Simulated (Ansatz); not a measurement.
Crystal: InSe.

```
In Se
1.0
     5.82639   -2.05465    0.00000
     5.82639    2.05465    0.00000
    -1.72323    0.00000    4.77135
In Se
2 2
Cartesian
  10.2693 0.0000 0.2235
  -0.3398 0.0000 4.5479
  6.5489 0.0000 3.1918
  3.3807 0.0000 1.5795
```

The cell comes from a database or a generator and needn't be the stable form of this composition.

Base run:

```yaml
Program: Ansatz 0.2.0
Functional: PBEsol
Potentials_or_basis: Ansatz PAW
Cutoff: 420 eV
Density_cutoff: 1680 eV
k_mesh: 7 × 7 × 6
Occupations: fermi-dirac, width 0.05 eV
Spin: no spin polarisation
```

Its results: band gap on the k mesh 1.08 eV, indirect (least direct gap 1.16 eV); pressure -1.2 GPa; largest force 0.066 eV/Å.

Question: The run is repeated on the same cell with these changes: functional from PBEsol to LDA. What comes out?

Answer: Band gap on the k mesh 1.00 eV, indirect (least direct gap 1.06 eV); pressure -2.8 GPa; largest force 0.090 eV/Å.

LDA binds more tightly than PBEsol, so the same cell stands under less pressure.

Caveats: spin-orbit coupling is left out, which moves the levels of the heavy elements; the PAW data sets come from PBE, with cores solved anew for the run's functional, which leaves a small shift of forces and pressure.

Not every run made on this cell is shown here.
